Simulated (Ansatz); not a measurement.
The system is ZnS (Wurtzite-4H).

```
CELL_PARAMETERS angstrom
3.82270 0.00000 0.00000
-1.91135 3.31056 0.00000
0.00000 0.00000 12.52000
ATOMIC_POSITIONS crystal
Zn 0.66667 0.33333 0.75000
Zn 0.33333 0.66667 0.25000
Zn 0.00000 0.00000 0.50000
Zn 0.00000 0.00000 0.00000
S 0.66667 0.33333 0.93750
S 0.33333 0.66667 0.43750
S 0.00000 0.00000 0.68750
S 0.00000 0.00000 0.18750
```

Base run:

* Program: Ansatz 0.2.0
* Functional: PBE
* Potentials or basis: Ansatz PAW
* Cutoff: 420 eV (not typed: the program's choice for these potentials)
* k mesh: 8 × 8 × 3
* Occupations: gaussian, width 0.011 eV
* Spin: no spin polarisation

Its results: band gap on the k mesh 2.13 eV, direct; pressure 1.3 GPa; largest force 0.043 eV/Å.

**Question.** The run is repeated on the same cell with these changes: functional from PBE to PBEsol; occupations from gaussian, width 0.011 eV to fermi-dirac, width 0.05 eV. What comes out?

**Answer.** Band gap on the k mesh 1.99 eV, direct; pressure -2.2 GPa; largest force 0.040 eV/Å.

Caveats: odd divisions of the mesh miss points on the zone boundary, where band edges often lie, so the gap on the mesh can be too wide (some runs); the PAW data sets come from PBE, with cores solved anew for the run's functional, which leaves a small shift of forces and pressure (some runs).
